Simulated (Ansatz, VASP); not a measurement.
**K: VASP beside Ansatz**

Contents of INCAR:

```
PREC = Accurate
ENCUT = 520
EDIFF = 1E-7
ISMEAR = 0
SIGMA = 0.1
LREAL = F
LASPH = T
NELM = 100
ALGO = Fast
ISIF = 2
LWAVE = F
LCHARG = F
GGA = PE
NBANDS = 10
```

KPOINTS

```
regular mesh
0
Gamma
  12 12 12
```

The input POSCAR:

```
K
1.0
   -2.3796859570      2.3796859570      2.3796859570
    2.3796859570     -2.3796859570      2.3796859570
    2.3796859570      2.3796859570     -2.3796859570
K
1
Direct
    0.0000000000      0.0000000000      0.0000000000
```

Input for Ansatz:

```yaml
crystal:
  lattice:
    - [-2.379685957, 2.379685957, 2.379685957]
    - [2.379685957, -2.379685957, 2.379685957]
    - [2.379685957, 2.379685957, -2.379685957]
  atoms:
    - { symbol: K, position: [0.0, 0.0, 0.0] }
basis:
  ecutwfc: 420
kpoints:
  mp_grid: { grid: [12, 12, 12] }
hamiltonian:
  xc: pbe
scf:
  occupations: { method: gaussian, width: 0.1 }
output:
  forces: true
  stress: true
  eigenvalues: true
```

Alike in both runs: task single point; functional PBE; k mesh 12 × 12 × 12; occupations gaussian, width 0.1 eV; no spin polarisation.

|  | VASP | Ansatz |
| --- | --- | --- |
| version | VASP 6.6.1 | Ansatz 0.2.0 |
| potentials or method | VASP PAW PBE potentials, release 64 (K_sv) | scalar-relativistic, plane waves, PAW |
| plane-wave cutoff (eV) | 520 | 420 |
| valence electrons in the cell | 9 | 9 |

|  | VASP | Ansatz | Ansatz less VASP |
| --- | --- | --- | --- |
| gap on the k mesh at the Fermi level (eV) | none | none | - |
| pressure (GPa) | 2.0 | 2.0 | +0.01 |

A gap of «none» marks a metal or a gap that the smearing closes.
